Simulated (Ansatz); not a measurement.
Crystal: Co.

```
Co
1.0
     2.47056    0.00000    0.00000
    -1.23528    2.13957    0.00000
     0.00000    0.00000    8.08823
Co
4
Direct
  0.66667 0.33333 0.75000
  0.00000 0.00000 0.50000
  0.33333 0.66667 0.25000
  0.00000 0.00000 0.00000
```

- Program: Ansatz 0.2.0
- Task: relaxation of cell and atoms
- Functional: PBE
- Potentials or basis: Ansatz PAW
- Cutoff: 420 eV (not typed: the program's choice for these potentials)
- k mesh: 12 × 12 × 4
- Occupations: fermi-dirac, width 0.05 eV
- Spin: collinear spin, ferromagnetic start
- Starting moments: [2.0, 2.0, 2.0, 2.0] μB

At the start: volume 10.69 Å³/atom.

Task: How do energy, volume and symmetry change on relaxing?

Result: It ends after 7 steps and the volume is 10.92 Å³/atom (+2.1 %); space group P6_3/mmc (No. 194, to 0.05 Å); moment 6.67 μB per cell.

The path:
| step | energy change (eV) | largest force (eV/Å) | volume (Å³) |
| --- | --- | --- | --- |
| 1 | 0.0000 | 0.0000 | 42.75 |
| 2 | -0.0124 | 0.0000 | 43.23 |
| 3 | -0.0160 | 0.0000 | 43.64 |
| 4 | -0.0160 | 0.0000 | 43.65 |
| 5 | -0.0172 | 0.0000 | 43.65 |
| 6 | -0.0172 | 0.0000 | 43.66 |
| 7 | -0.0172 | 0.0000 | 43.66 |

Final structure:
```xyz
4
Lattice="2.4981 0.0000 0.0000 -1.2490 2.1634 0.0000 0.0000 0.0000 8.0788" Properties=species:S:1:pos:R:3 pbc="T T T"
Co    1.2490    0.7211    6.0591
Co    0.0000    0.0000    4.0394
Co    0.0000    1.4423    2.0197
Co    0.0000    0.0000    0.0000
```

Caveat: the plane-wave basis is chosen anew once the cell has moved, so the energies of steps on either side of that aren't comparable.
